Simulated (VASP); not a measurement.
# Te2Pt in VASP: further runs

Runs on Te2Pt. Level: LDA. Tasks: relaxation of cell and atoms.

Program: VASP 6.6.1. These are calculated values, not measurements. Logs are shortened: lines on timing, memory, paths and dates and some standing lists are left out, and cuts for length are marked.

**1. Starting point**

The cell holds a slab with vacuum, 3 atoms: a = 4.010 Å, b = 4.010 Å, c = 20.601 Å, α = 90.00°, β = 90.00°, γ = 120.00°.

**2. Relaxation of cell and atoms, LDA**

INCAR

```
SYSTEM = Te2Pt
PREC = Accurate
ENCUT = 600
EDIFF = 1E-6
ISMEAR = 0
SIGMA = 0.03
LREAL = .False.
LASPH = .True.
NELM = 80
ALGO = Normal
ISIF = 3
LWAVE = .False.
LCHARG = .False.
IBRION = 2
NSW = 90
EDIFFG = -0.01
LATTICE_CONSTRAINTS = .TRUE. .TRUE. .FALSE.
```

KPOINTS

```
Automatic mesh
0
Gamma
  9 9 1
  0 0 0
```

POSCAR

```
Te2Pt
1.0
    4.0100000000      0.0000000000      0.0000000000
   -2.0050000000      3.4727618700      0.0000000000
    0.0000000000      0.0000000000     20.6005000000
Te Pt
2 1
Direct
    0.6666666700      0.3333333300      0.4368826000
    0.3333333300      0.6666666700      0.5631174000
    0.0000000000      0.0000000000      0.5000000000
```

Potentials or basis: VASP PAW LDA potentials, release 64 (Te, Pt).

On the command line:

```sh
> cat potpaw_LDA.64/Te/POTCAR potpaw_LDA.64/Pt/POTCAR > POTCAR
> mpirun -np 1 vasp_std > vasp.out
```

OUTCAR:

```text
SYSTEM = Te2Pt
   PREC = Accurate
   ENCUT = 600
   EDIFF = 1E-6
   ISMEAR = 0
   LREAL = .False.
   LASPH = .True.
   NELM = 80
   ISIF = 3
   IBRION = 2
   NSW = 90
   EDIFFG = -0.01

 ion  position               nearest neighbor table
   1  0.667  0.333  0.437-   3 2.66   3 2.66   3 2.66   2 3.48   2 3.48   2 3.48
   2  0.333  0.667  0.563-   3 2.66   3 2.66   3 2.66   1 3.48   1 3.48   1 3.48
   3  0.000  0.000  0.500-   1 2.66   2 2.66   1 2.66   2 2.66   1 2.66   2 2.66

  LATTYP: Found a hexagonal cell.
 ALAT       =     4.0100000000
 C/A-ratio  =     5.1372817955

  Lattice vectors:

 A1 = (   4.0100000000,   0.0000000000,   0.0000000000)
 A2 = (  -2.0050000000,   3.4727618700,   0.0000000000)
 A3 = (   0.0000000000,   0.0000000000,  20.6005000000)

Analysis of symmetry for initial positions (statically):
=====================================================================
 Subroutine PRICEL returns:
 Original cell was already a primitive cell.

 Routine SETGRP: Setting up the symmetry group for a
 hexagonal supercell.

 Subroutine GETGRP returns: Found 12 space group operations
 (whereof 12 operations were pure point group operations)
 out of a pool of 24 trial point group operations.

The static configuration has the point symmetry D_3d.

Analysis of symmetry for dynamics (positions and initial velocities):
=====================================================================
 Subroutine PRICEL returns:
 Original cell was already a primitive cell.

 Routine SETGRP: Setting up the symmetry group for a
 hexagonal supercell.

 Subroutine GETGRP returns: Found 12 space group operations
 (whereof 12 operations were pure point group operations)
 out of a pool of 24 trial point group operations.

The dynamic configuration has the point symmetry D_3d.

 Subroutine INISYM returns: Found 12 space group operations
 (whereof 12 operations are pure point group operations),
 and found     1 'primitive' translations

----------------------------------------------------------------------------------------

                                     Primitive cell

  volume of cell :     286.8779

  direct lattice vectors                    reciprocal lattice vectors
     4.010000000  0.000000000  0.000000000     0.249376559  0.143977623  0.000000000
    -2.005000000  3.472761870  0.000000000     0.000000000  0.287955246  0.000000000
     0.000000000  0.000000000 20.600500000     0.000000000  0.000000000  0.048542511

  length of vectors
[... 69 lines left out ...]
   ENCUT  =  600.0 eV  44.10 Ry    6.64 a.u.   8.01  8.01 41.14*2*pi/ulx,y,z
   NELM   =     80;   NELMIN=  2; NELMDL= -5     # of ELM steps
   EDIFF  = 0.1E-05   stopping-criterion for ELM
   LREAL  =      F    real-space projection
   EDIFFG = -.1E-01   stopping-criterion for IOM
   NSW    =     90    number of steps for IOM
   IBRION =      2    ionic relax: 0-MD 1-quasi-New 2-CG
   NFREE  =      1    steps in history (QN), initial steepest desc. (CG)
   ISIF   =      3    stress and relaxation
   ISYM   =      2    0-nonsym 1-usesym 2-fastsym
   POTIM  = 0.5000    time-step for ionic-motion
   TEBEG  =    0.0;   TEEND  =   0.0 temperature during run
   PSTRESS=    0.0 pullay stress
   NELECT =      22.0000    total number of electrons
   NUPDOWN=      -1.0000    fix difference up-down
   EMIN   =  10.00;   EMAX   =-10.00  energy-range for DOS
   EFERMI =   0.00;   METHOD = LEGACY
   ISMEAR =     0;   SIGMA  =   0.03  broadening in eV -4-tet -1-fermi 0-gaus
   EFERMI_NEDOS =   21; number of points for ismear=-14 and -15
   IALGO  =     38    algorithm
   IMIX   =      4    mixing-type and parameters
     AMIX     =   0.40;   BMIX     =  1.00
     AMIX_MAG =   1.60;   BMIX_MAG =  1.00
  volume/ion in A,a.u.               =      95.63       645.32
  Fermi-wavevector in a.u.,A,eV,Ry     =   0.695531  1.314364  6.582006  0.483764
  Thomas-Fermi vector in A             =   1.778330
   LORBIT       =      0    0 simple, 1 ext, 2 COOP (PROOUT), +10 PAW based schemes
   GGA     = CA    functional components
   LHFCALC =     F    Hartree Fock is set to
   AEXX    =    0.0000 exact exchange contribution
   IVDW    =     0    specifies the selected vdW correction
   LEPSILON=     F    determine dielectric tensor
   LRPA    =     F    only Hartree local field effects (RPA)
 conjugate gradient relaxation of ions
 non-spin polarized calculation
 Gauss-broadening in eV      SIGMA  =   0.03
  energy-cutoff  :      600.00
  volume of cell :      286.88
 maximum number of plane-waves:      9624
   NGX = 17   NGY = 17   NGZ = 83

--------------------------------------- Ionic step        1  -------------------------------------------

 number of electron      22.0000000 magnetization

 Free energy of the ion-electron system (eV)
  ---------------------------------------------------
  ext. energy  EPLUGINS =         0.00000000
  ---------------------------------------------------
  free energy    TOTEN  =       -15.92536103 eV

  energy without entropy =      -15.92536103  energy(sigma->0) =      -15.92536103

------------------------ aborting loop because EDIFF is reached ----------------------------------------

  FORCE on cell =-STRESS in cart. coord.  units (eV):
  Direction    XX          YY          ZZ          XY          YZ          ZX
  --------------------------------------------------------------------------------------
  -------------------------------------------------------------------------------------
  Total       -0.3750387     -0.3750387      1.1650459     -0.0000000      0.0000000     -0.0000000
  in kB       -2.0945444     -2.0945444      6.5066353     -0.0000000      0.0000000     -0.0000000
  external PRESSURE =       0.7725155 kB  Pullay stress =       0.0000000 kB
[... 135 lines left out ...]
--------------------------------------- Ionic step        5  -------------------------------------------

 number of electron      21.9999999 magnetization

 Free energy of the ion-electron system (eV)
  ---------------------------------------------------
  ext. energy  EPLUGINS =         0.00000000
  ---------------------------------------------------
  free energy    TOTEN  =       -15.96604812 eV

  energy without entropy =      -15.96604812  energy(sigma->0) =      -15.96604812

 E-fermi :  -1.2629     XC(G=0):  -3.5229

 val. band max:       -1.4389132084   @ k =   0.0000   0.0000   0.0000
 cond. band min:      -0.7698199221   @ k =   0.2222   0.2222   0.0000
 fundamental gap:      0.6690932864
 Fermi energy:        -1.2629033622

 k-point     1 :       0.0000    0.0000    0.0000
  band No.  band energies     occupation
      1     -14.7150      2.00000
      2     -12.5566      2.00000
      3      -6.8754      2.00000
      4      -6.8754      2.00000
      5      -6.8530      2.00000
      6      -5.0436      2.00000
      7      -5.0436      2.00000
      8      -3.4751      2.00000
      9      -2.2671      2.00000
     10      -1.4389      2.00000
     11      -1.4389      2.00000
     12       1.0340      0.00000
     13       1.0340      0.00000
     14       2.4389      0.00000
[... 227 lines left out ...]
  FREE ENERGIE OF THE ION-ELECTRON SYSTEM (eV)
  ---------------------------------------------------
  free  energy   TOTEN  =       -15.9660481226 eV

  energy  without entropy=      -15.9660481226  energy(sigma->0) =      -15.96604812

 reached required accuracy - stopping structural energy minimisation
```

OSZICAR:

```text
N       E                     dE             d eps       ncg     rms          rms(c)
DAV:   1     0.162802639159E+03    0.16280E+03   -0.76805E+03   360   0.118E+03
DAV:   2     0.320824223336E+00   -0.16248E+03   -0.15579E+03   550   0.187E+02
DAV:   3    -0.161534480597E+02   -0.16474E+02   -0.16401E+02   451   0.686E+01
[... 62 lines left out ...]
DAV:   8    -0.159660405485E+02   -0.27794E-05   -0.13640E-06   355   0.808E-03    0.122E-02
DAV:   9    -0.159660429389E+02   -0.23905E-05   -0.53630E-07   362   0.579E-03    0.326E-03
DAV:  10    -0.159660453908E+02   -0.24519E-05   -0.29339E-07   334   0.341E-03    0.181E-03
DAV:  11    -0.159660477467E+02   -0.23559E-05   -0.20423E-07   334   0.184E-03    0.219E-03
DAV:  12    -0.159660481226E+02   -0.37589E-06   -0.20107E-08   369   0.102E-03
   5 F= -.15966048E+02 E0= -.15966048E+02  d E =-.139105E-02
```

CONTCAR:

```text
Te2Pt
   1.00000000000000
     3.9379181351691832   -0.0000000000000000    0.0000000000000000
    -1.9689590675845916    3.4103371438596430    0.0000000000000000
     0.0000000000000000    0.0000000000000000   20.6005000000000003
  Te              Pt
     2     1
Direct
     0.6666666699999979    0.3333333300000021    0.4331477666328615
     0.3333333300000021    0.6666666699999979    0.5668522333671384
     0.0000000000000000    0.0000000000000000    0.5000000000000000

  0.00000000E+00  0.00000000E+00  0.00000000E+00
  0.00000000E+00  0.00000000E+00  0.00000000E+00
  0.00000000E+00  0.00000000E+00  0.00000000E+00
```

Wall time 2.9 min (1 thread of Intel Xeon 6975P-C (Granite Rapids), shared host); peak memory 0.39 GiB.

Results:

* Free energy: -15.9660 eV
* Relaxed volume: 92.22 Å³/atom
* Relaxed cell: a = 3.938 Å, b = 3.938 Å, c = 20.601 Å, α = 90.00°, β = 90.00°, γ = 120.00°
* Space group after relaxing (to 0.05 Å): P-3m1 (No. 164)
* Energy gained by relaxing: 13.6 meV/atom
* Ionic steps: 5
* Largest force after relaxing: 0.007 eV/Å
* Band gap on the k mesh: 0.67 eV, indirect (least direct gap 1.09 eV)

Forces on the atoms (eV/Å):
```
Te   0.000  0.000  0.007
Te   0.000  0.000 -0.007
Pt   0.000  0.000  0.000
```

Step by step:
| step | energy change (eV) | largest force (eV/Å) | pressure (GPa) | volume (Å³) |
| --- | --- | --- | --- | --- |
| 1 | 0.0000 | 0.4499 | 0.08 | 286.88 |
| 2 | -0.0204 | 0.3459 | 0.12 | 283.43 |
| 3 | -0.0393 | 0.1060 | 0.21 | 275.50 |
| 4 | -0.0329 | 0.2672 | -0.49 | 279.45 |
| 5 | -0.0407 | 0.0073 | 0.00 | 276.66 |

Final structure:
```
Te Pt
1.0
     3.93792    0.00000    0.00000
    -1.96896    3.41034    0.00000
     0.00000    0.00000   20.60050
Te Pt
2 1
Direct
  0.66667 0.33333 0.43315
  0.33333 0.66667 0.56685
  0.00000 0.00000 0.50000
```

Caveat: spin-orbit coupling is left out, which moves the levels of the heavy elements. Zero-point motion and thermal expansion aren't in these numbers.

**3. Relaxation of cell and atoms, LDA**

This run uses another cell than the first one, of 92.22 Å³/atom, 0.964 times its volume.

INCAR, as its differences from that of step 2:

```diff
@@ -3,3 +3,3 @@
 ENCUT = 600
-EDIFF = 1E-6
+EDIFF = 1E-7
 ISMEAR = 0
@@ -15,3 +15,3 @@
 NSW = 90
-EDIFFG = -0.01
+EDIFFG = -0.005
 LATTICE_CONSTRAINTS = .TRUE. .TRUE. .FALSE.
```

KPOINTS is that of step 2.

POSCAR

```
Te2Pt                                   
1.0
    3.9379181352     -0.0000000000      0.0000000000
   -1.9689590676      3.4103371439      0.0000000000
    0.0000000000      0.0000000000     20.6005000000
  Te              Pt            
     2     1
Direct
     0.6666666699999979    0.3333333300000021    0.4331477666328615
     0.3333333300000021    0.6666666699999979    0.5668522333671384
     0.0000000000000000    0.0000000000000000    0.5000000000000000
```

Potentials or basis: VASP PAW LDA potentials, release 64 (Te, Pt).

On the command line:

```sh
> cat potpaw_LDA.64/Te/POTCAR potpaw_LDA.64/Pt/POTCAR > POTCAR
> mpirun -np 1 vasp_std > vasp.out
```

Run time: 1.8 min. Hardware: 1 thread of Intel Xeon 6975P-C (Granite Rapids), shared host; peak memory 0.37 GiB.

It converged, with:

```
Free energy                            : -15.9659 eV
Relaxed volume                         : 92.29 Å³/atom
Relaxed cell                           : a = 3.940 Å, b = 3.940 Å, c = 20.601 Å, α = 90.00°, β = 90.00°, γ = 120.00°
Space group after relaxing (to 0.05 Å) : P-3m1 (No. 164)
Energy gained by relaxing              : 0.0 meV/atom
Ionic steps                            : 5
Band gap on the k mesh                 : 0.68 eV, indirect (least direct gap 1.09 eV)
```

Final structure:
```
Te Pt
1.0
     3.93951    0.00000    0.00000
    -1.96976    3.41172    0.00000
     0.00000    0.00000   20.60050
Te Pt
2 1
Direct
  0.66667 0.33333 0.43322
  0.33333 0.66667 0.56678
  0.00000 0.00000 0.50000
```

Levels at points of the mesh, in eV from the valence-band top:
```
           k point  band 8  band 9  band 10  band 11  band 12  band 13  band 14  band 15
(0.00, 0.00, 0.00)   -2.03   -0.82     0.00     0.00     2.47     2.47     3.88     3.97
```

Caveat: spin-orbit coupling is left out, which moves the levels of the heavy elements.
